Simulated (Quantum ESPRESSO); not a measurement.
# AlN in Quantum ESPRESSO: the effect of functional

AlN:

```
CELL_PARAMETERS angstrom
3.11300 0.00000 0.00000
-1.55650 2.69594 0.00000
0.00000 0.00000 4.98100
ATOMIC_POSITIONS crystal
Al 0.66667 0.33333 0.50000
Al 0.33333 0.66667 0.00000
N 0.66667 0.33333 0.88000
N 0.33333 0.66667 0.38000
```

Alike in all runs:

```yaml
Program: Quantum ESPRESSO 7.5
Task: phonons
Cutoff: 612 eV
Density_cutoff: 4898 eV
k_mesh: 4 × 4 × 2, shifted
Occupations: fermi-dirac, width 0.05 eV
Spin: no spin polarisation
```

Each run relaxes the cell or the atoms first.

```csv
functional,potentials or basis,relaxed volume (Å³/atom),dielectric constant (mean),highest phonon frequency (cm⁻¹)
LDA,GBRV 1.5 LDA,10.25,4.73,729
RPBE,GBRV 1.5 PBE,10.79,4.77,698
revPBE,GBRV 1.5 PBE,10.76,4.78,699
WC,GBRV 1.5 PBE,?,?,?
vdW-DF-cx,GBRV 1.5 PBE,10.54,4.80,712
```

Task: What does the run with functional WC give?

Result: Relaxed volume 10.51 Å³/atom; dielectric constant 4.85 mean; highest phonon frequency 711 cm⁻¹.

Caveats: all runs use coarse meshes; the potentials were made for another functional, which shifts forces and pressure (some runs).

Runs at the PBE level aren't shown here.
